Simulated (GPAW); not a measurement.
# Ga (Cmcm) in GPAW: settings compared

The runs below take Ga through single point, relaxation of cell and atoms, with PBE, PBEsol.

All numbers are computed with GPAW 26.7.0; they aren't measurements. Logs are shortened: lines on timing, memory, paths and dates and some standing lists are left out, and cuts for length are marked. The log counts tension as positive stress, the text compression.

## (1) The crystal as given

The structure is orthorhombic, space group Cmcm (No. 63). Conventional cell: a = 2.900 Å, b = 8.130 Å, c = 3.170 Å, α = 90.00°, β = 90.00°, γ = 90.00°. Ga (site symmetry m2m) has 8 Ga at 2.68 to 2.90 Å as nearest neighbours.

This isn't the form of Ga at room conditions, which is orthorhombic.

## (2) Single point, PBE

The input, run.py:

```python
from ase.dft.bandgap import bandgap
from ase.io import read, write
from ase.units import GPa
from gpaw import GPAW, PW

atoms = read('POSCAR')

calc = GPAW(mode=PW(450),
            xc='PBE',
            kpts={'size': (8, 8, 7), 'gamma': True},
            occupations={'name': 'fermi-dirac', 'width': 0.05},
            nbands=10,
            maxiter=120,
            txt='gpaw.txt')
atoms.calc = calc
energy = atoms.get_potential_energy()
forces = atoms.get_forces()
stress = atoms.get_stress()
calc.write('gs.gpw')
write('result.traj', atoms)
print(f'Energy: {energy:.6f} eV')
print('Forces (eV/A):')
print(forces.round(4))
print('Stress (GPa):', (stress / GPa).round(3))
print('Fermi level:', round(calc.get_fermi_level(), 4), 'eV')
print(f'Gap: {bandgap(calc)[0]:.4f} eV, direct: {bandgap(calc, direct=True)[0]:.4f} eV')
```

The input, POSCAR:

```
Ga
1.0
    1.4500000000     -4.0650000000      0.0000000000
    1.4500000000      4.0650000000      0.0000000000
    0.0000000000      0.0000000000      3.1700000000
Ga
2
Direct
    0.1330000000      0.8670000000      0.7500000000
    0.8670000000      0.1330000000      0.2500000000
```

Potentials or basis: GPAW PAW data sets (gpaw-data 1.2.1), pw.

On the command line:

```
OMP_NUM_THREADS=1 python run.py
```

gpaw.txt:

```text
__  _  _
 | _ |_)|_||  |
 |__||  | ||/\| - 26.7.0

Input parameters:
  mode=PW(ecut=450.00000000000006),
  kpts=MonkhorstPack(size=(8, 8, 7), gamma=True),
  maxiter=120,
  nbands=10,
  occupations=Occupations(name='fermi-dirac', width=0.05),
  xc=XC(name='PBE')

Diagonalizing LCAO Hamiltonian
Converting LCAO to pw mode

           Ga

       Ga

Atoms  # Å, Bohr magnetons
|   | symbol |        x |         y |        z |    initial magnetic moments |
|---|--------|----------|-----------|----------|-----------------------------|
| 0 |     Ga | 1.450000 |  2.983710 | 2.377500 | ( 0.0000,  0.0000,  0.0000) |
| 1 |     Ga | 1.450000 | -2.983710 | 0.792500 | ( 0.0000,  0.0000,  0.0000) |

Unit cell  # Å
| periodic |        x |         y |        z |  lengths |     angles |
|----------|----------|-----------|----------|----------|------------|
|      yes | 1.450000 | -4.065000 | 0.000000 | 4.315869 |  90.000000 |
|      yes | 1.450000 |  4.065000 | 0.000000 | 4.315869 |  90.000000 |
|      yes | 0.000000 |  0.000000 | 3.170000 | 3.170000 | 140.737003 |

Number of symmetries: 4
Symmetry operations  # r_c * U_cc + t_c -> r_c
|   | kind |            matrix            |
|---|------|------------------------------|
| 0 |  E   |  1, 0, 0,  0, 1, 0,  0, 0, 1 |
| 1 |  C2  |  0, 1, 0,  1, 0, 0,  0, 0,-1 |
| 2 |  σ   |  0,-1, 0, -1, 0, 0,  0, 0, 1 |
| 3 |  i   | -1, 0, 0,  0,-1, 0,  0, 0,-1 |

BZ-sampling:
  Number of BZ points: 448
  Number of IBZ points: 129

  Monkhorst-Pack size: [8, 8, 7]
  Monkhorst-Pack shift: [0.0625, 0.0625, 0.0]

K-points  # in reciprocal-cell coordinates
|     |                                coordinates |     weight |
|-----|--------------------------------------------|------------|
|   0 | (  0.00000000,   0.00000000,   0.00000000) | 0.00223214 |
|   1 | (  0.00000000,   0.00000000,   0.14285714) | 0.00446429 |
|   2 | (  0.00000000,   0.00000000,   0.28571429) | 0.00446429 |
|   3 | (  0.00000000,   0.00000000,   0.42857143) | 0.00446429 |
|   4 | (  0.12500000,  -0.12500000,  -0.42857143) | 0.00446429 |
|   5 | (  0.12500000,  -0.12500000,  -0.28571429) | 0.00446429 |
|   6 | (  0.12500000,  -0.12500000,  -0.14285714) | 0.00446429 |
|   7 | (  0.12500000,  -0.12500000,   0.00000000) | 0.00446429 |
|   8 | (  0.12500000,  -0.12500000,   0.14285714) | 0.00446429 |
|   9 | (  0.12500000,  -0.12500000,   0.28571429) | 0.00446429 |
| ... |                                            |            |
| 128 | (  0.50000000,   0.50000000,   0.42857143) | 0.00446429 |

Plane wave coefficients: 826
Cutoff: 450.00000000000006 eV

Spin-components: 1 (collinear spins)
Bands:           10
Projectors:      10
Spin-degeneracy: 2
Datatype:        complex128

Parallelization:
  kpt:    1
  domain: 1
  band:   1

Density:
  Valence electrons: 6.0
  Components: 1
  Grid points: [24 24 16]
  Charge: 0.0  # |e|

Potential:
  Grid points: [24 24 16]

species:
  Ga:
    name:    Gallium
    Z:       31.0
    valence: 3
    core:    28
    charge:  0.0  # [|e|]
    compensation charges:
      type: gauss
      rc: 0.37  # [Å]
      lmax: 2
    cutoffs:
      filter: 2.06  # [Å]
      core: 4.17  # [Å]
    projectors
    | kind |    occ | energy [eV] | rcut [Å] |
    |------|--------|-------------|----------|
    |   4s |  2.000 |      -8.945 |    1.164 |
    |   4p |  1.000 |      -2.580 |    1.164 |
    |    s |        |      18.266 |    1.164 |
    |    p |        |      24.631 |    1.164 |
    |    d |        |       0.000 |    1.164 |

    Using partial waves for Ga as LCAO basis

Reference energy: -105769.343058  # eV

eigensolver:
  PPCG
  Converge bands: occupied
  niter=2

density mixing:
  MSR1-Mixer
  Pratt-step length: 0.05
  Maximum mixing coefficient: 0.75
  Old densities: 10
  SVD Regularization: 0.005
  Good broyden scale: 1.0
  Trust region scale: 1.0
  Backstep threshold: 4.0
  History deletion threshold: 6.0
  Fourier metric: weight=20.0, sigma=0.015

occupation numbers:
  Fermi-Dirac:
    width: 0.0500  # eV

poisson solver:
  ecut: 3600.0000000000005  # eV

xc functional:
  name: PBE with 2 nearest neighbor stencil

convergence criteria:
- Maximum [total energy] change in last 3 cyles: 0.0005 eV / valence electron
- Maximum integral of absolute [dens]ity change: 0.0001 electrons / valence electron
- Maximum integral of absolute [eigenst]ate change: 4e-08 eV^2 / valence electron
maximum number of iterations: 120

SCF iterations
|iter     | |      energy | eigst |  dens |
|---------|-|-------------|-------|-------|
|iter:   1| |   -5.775257 | -0.90 |       |
|iter:   2| |   -5.774392 | -3.25 | -1.05 |
|iter:   3| |   -5.763645 | -3.60 | -1.08 |
|iter:   4| |   -5.763022 | -4.35 | -1.59 |
|iter:   5| |   -5.763030c| -5.76 | -2.71 |
|iter:   6| |   -5.763032c| -7.00 | -3.33 |
|iter:   7| |   -5.763032c| -7.72c| -4.17c|

Converged in 7 steps
Energy contributions relative to reference atoms: (reference = -105769.343058)

Energy contributions:
  Kinetic:          18.865409
  Coulomb:         -15.058537
  Zero:              0.019900
  External:          0.000000
  Xc:               -9.585893
  Entropy:          -0.007824
  Spinorbit:         0.000000
  ----------------------------
  Free energy:      -5.766944
  Extrapolated:     -5.763032

dipole moment: (-0.000043, 0.000000, -0.000046)  # |e|*Ang

Fermi level: 6.389
Eigenvalues  # (at kpt = [0.000, 0.000, 0.000])
| band index |      eig [eV] | occ [0-2] |
|------------|---------------|-----------|
|          0 |        -4.922 |     2.000 |
|          1 |         4.040 |     2.000 |
|          2 |         4.728 |     2.000 |
|          3 |         9.233 |     0.000 |
|          4 |        12.870 |     0.000 |
|          5 |        14.177 |     0.000 |
|          6 |        15.088 |     0.000 |
|          7 |        16.706 |     0.000 |
|          8 |        17.639 |     0.000 |
|          9 |        17.792 |     0.000 |

No gap
No difference between direct/indirect transitions

Forces  # eV/Ang
|       x |        y |        z |
|---------|----------|----------|
| 0.00000 | -0.25557 | -0.00000 |  # Ga   0
| 0.00000 |  0.25557 |  0.00000 |  # Ga   1

Stress tensor  # eV/Ang^3
|         x |         y |         z |
|-----------|-----------|-----------|
| -0.005929 | -0.000000 |  0.000000 |
| -0.000000 | -0.022546 | -0.000000 |
|  0.000000 | -0.000000 | -0.007681 |

# Writing to gs.gpw (mode='')
```

It took 14 s on 1 thread of Arm Neoverse V2, shared host; peak memory 0.16 GiB.

Results:

```
Free energy            : -5.7669 eV
Pressure               : 1.9 GPa
Largest force          : 0.256 eV/Å
Band gap on the k mesh : none (metal or under the smearing width)
```

Forces on the atoms (eV/Å):
```
Ga   0.000 -0.256  0.000
Ga   0.000  0.256  0.000
```

Levels at points of the mesh, in eV from the Fermi level:
| k point | band 1 | band 2 | band 3 | band 4 | band 5 | band 6 |
| --- | --- | --- | --- | --- | --- | --- |
| (0.00, 0.00, 0.00) | -11.31 | -2.35 | -1.66 | 2.84 | 6.48 | 7.79 |
| (0.50, 0.00, 0.00) | -6.86 | -5.50 | -1.84 | -0.51 | 6.47 | 6.69 |
| (0.50, 0.50, 0.00) | -9.30 | -8.66 | 5.09 | 5.76 | 5.80 | 7.03 |

Caveat: the cutoff is short for stress and forces, so pressures can be off by a GPa or more; the program warned that so skewed a cell can give wrong results.

## (3) Relaxation of cell and atoms, PBEsol

The input, run.py:

```python
from ase import Atoms
from ase.filters import FrechetCellFilter
from ase.io import write
from ase.optimize import BFGS
from gpaw import GPAW, PW, setup_paths

setup_paths.insert(0, '.')

atoms = Atoms(['Ga', 'Ga'],
              cell=[[1.45, -4.065, 0.0],
                    [1.45, 4.065, 0.0],
                    [0.0, 0.0, 3.17]],
              scaled_positions=[[0.133, 0.867, 0.75],
                                [0.867, 0.133, 0.25]],
              pbc=True)

calc = GPAW(mode=PW(600),
            xc='PBEsol',
            kpts={'size': (8, 8, 7), 'gamma': True},
            occupations={'name': 'fermi-dirac', 'width': 0.05},
            nbands=10,
            convergence={'density': 1e-05, 'forces': 0.0001},
            maxiter=150,
            txt='gpaw.txt')
atoms.calc = calc
opt = BFGS(FrechetCellFilter(atoms), trajectory='relax.traj', logfile='-')
done = opt.run(fmax=0.02, steps=60)
calc.write('gs.gpw')
write('result.traj', atoms)
print('Converged:', done)
print('Cell:', atoms.cell.cellpar().round(4))
print('Volume:', round(atoms.get_volume(), 4))
print(atoms.get_scaled_positions().round(5))
```

Potentials or basis: PAW data sets generated in the run's folder for this functional, pw.

On the command line:

```
gpaw-setup -f PBEsol Ga
OMP_NUM_THREADS=1 python run.py
```

Wall time 10 min (1 thread of Arm Neoverse V1, shared host); peak memory 0.36 GiB.

Results (log left out):

```
Free energy                            : -6.6750 eV
Relaxed volume                         : 18.12 Å³/atom
Relaxed cell                           : a = 4.107 Å, b = 4.107 Å, c = 3.422 Å, α = 90.00°, β = 90.00°, γ = 141.11°
Space group after relaxing (to 0.05 Å) : Cmcm (No. 63)
Energy gained by relaxing              : 16.9 meV/atom
Ionic steps                            : 23
Pressure after relaxing                : 0.1 GPa
Largest force after relaxing           : 0.019 eV/Å
Band gap on the k mesh                 : none (metal or under the smearing width)
```

Forces in eV/Å, atoms in the order of the input:
```
Ga   0.000 -0.019  0.000
Ga   0.000  0.019  0.000
```

Stress tensor (GPa, compression positive):
```
-0.05  0.00  0.00
 0.00  0.16  0.00
 0.00  0.00  0.13
```

Step by step:
| step | energy change (eV) | largest force (eV/Å) | pressure (GPa) | volume (Å³) |
| --- | --- | --- | --- | --- |
| 1 | 0.0000 | 0.2553 | -1.53 | 37.37 |
| 2 | -0.0037 | 0.2141 | -1.36 | 37.23 |
| 3 | -0.0151 | 0.0788 | 0.17 | 36.25 |
| 4 | -0.0157 | 0.0554 | 0.07 | 36.30 |
| 5 | -0.0188 | 0.0249 | -0.15 | 36.38 |
| 6 | -0.0230 | 0.0403 | 0.01 | 36.31 |
| 7 | 0.0113 | 0.1651 | 1.56 | 35.71 |
| 8 | -0.0191 | 0.0651 | 0.45 | 36.08 |
| 9 | -0.0002 | 0.1669 | -0.33 | 36.54 |
| 10 | 0.0163 | 0.2382 | -0.02 | 36.80 |
| 11 | -0.0025 | 0.1351 | -0.53 | 36.69 |
| 12 | -0.0023 | 0.0594 | -0.41 | 36.58 |
| 13 | -0.0045 | 0.0515 | -0.52 | 36.62 |
| 14 | -0.0058 | 0.0332 | -0.35 | 36.56 |
| 15 | -0.0067 | 0.0004 | -0.22 | 36.46 |
| 16 | -0.0090 | 0.0540 | 0.38 | 36.09 |
| 17 | -0.0069 | 0.4152 | 2.74 | 34.83 |
| 18 | -0.0129 | 0.0935 | 0.95 | 35.76 |
| 19 | -0.0185 | 0.1396 | 1.28 | 35.55 |
| 20 | 0.1700 | 0.6593 | 9.54 | 33.11 |
| 21 | -0.0330 | 0.0253 | 0.45 | 35.98 |
| 22 | -0.0334 | 0.0312 | 0.37 | 36.03 |
| 23 | -0.0338 | 0.0185 | 0.08 | 36.23 |

Final structure:
```yaml
crystal:
  lattice:
    - [1.36717, -3.87251, 0.00000]
    - [1.36717, 3.87251, 0.00000]
    - [0.00000, 0.00000, 3.42201]
  atoms:
    - { symbol: Ga, position: [0.13394, 0.86606, 0.75000] }
    - { symbol: Ga, position: [0.86606, 0.13394, 0.25000] }
```

Levels at points of the mesh, in eV from the Fermi level:
| k point | band 1 | band 2 | band 3 | band 4 | band 5 | band 6 |
| --- | --- | --- | --- | --- | --- | --- |
| (0.00, 0.00, 0.00) | -11.44 | -1.66 | -1.14 | 0.77 | 4.74 | 10.28 |
| (0.50, 0.00, 0.00) | -6.08 | -5.16 | -1.15 | 0.47 | 5.43 | 6.65 |
| (0.50, 0.50, 0.00) | -9.26 | -8.48 | 3.22 | 4.13 | 5.20 | 5.56 |

Caveat: later steps reuse the first step's grids; the program warned that so skewed a cell can give wrong results.
